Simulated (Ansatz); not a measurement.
## Field gradients at the nuclei in TaSi₂ at a changed volume

The cell is an entry of the Crystallography Open Database (COD), relaxed with PBE at fixed cell and then changed (volume scaled by 1.02, ions relaxed).

```
Ta Si
1.0
     4.81558    0.00000    0.00000
    -2.40779    4.17042    0.00000
     0.00000    0.00000    6.61351
Ta Si
3 6
Direct
  0.50000 0.00000 0.00000
  0.50000 0.50000 0.66667
  0.00000 0.50000 0.33333
  0.15897 0.31794 0.00000
  0.84103 0.15897 0.66667
  0.68206 0.84103 0.33333
  0.84103 0.68206 0.00000
  0.15897 0.84103 0.66667
  0.31794 0.15897 0.33333
```

Sites (sets of like atoms) are named by element and the number of their first atom in this list.

Level of theory: DFT, PBE, plane waves and PAW, scalar-relativistic, 420 eV cutoff, Γ-centred 11×11×7 k-points, Fermi–Dirac smearing 0.05 eV (Ansatz 0.2.0).

Conventions: |V_zz| ≥ |V_yy| ≥ |V_xx|, η = (V_xx − V_yy)/V_zz, C_Q = eQV_zz/h.

181Ta: I = 7/2, Q = 3170 mb. Quadrupole moments are those of Pyykkö's year-2017 table.

Question: What field gradients does the calculation give at each kind of site?

Answer: 

```json
{"site": "Ta", "atoms (order as listed)": "1, 2, 3", "first shell": "10 Si at 2.62–2.84 Å, 4 Ta at 3.26 Å", "V_xx, V_yy, V_zz (10²¹ V/m²)": "-0.74, -5.73, 6.47", "η": "0.77", "C_Q (MHz)": "496"}
{"site": "Si", "atoms (order as listed)": "4, 5, 6, 7, 8, 9", "first shell": "5 Si at 2.57–2.85 Å, 5 Ta at 2.62–2.84 Å; also 2 Si at 3.18 Å", "V_xx, V_yy, V_zz (10²¹ V/m²)": "0.68, 2.09, -2.76", "η": "0.51", "C_Q (MHz)": "–"}
```

Si has no stable isotope with a ground-state quadrupole moment in the table, so no C_Q is given.

With no gap above 0.1 eV, as in a metal, the gradients converge slowly in k; expect changes of a tenth or more on a denser mesh. Without spin–orbit coupling the gradients at and beside Ta can be off by some per cent, at some sites by more. With these PAW files V_zz is typically within 2 to 3 % of all-electron values, but misses above 10 % occur on Ta.
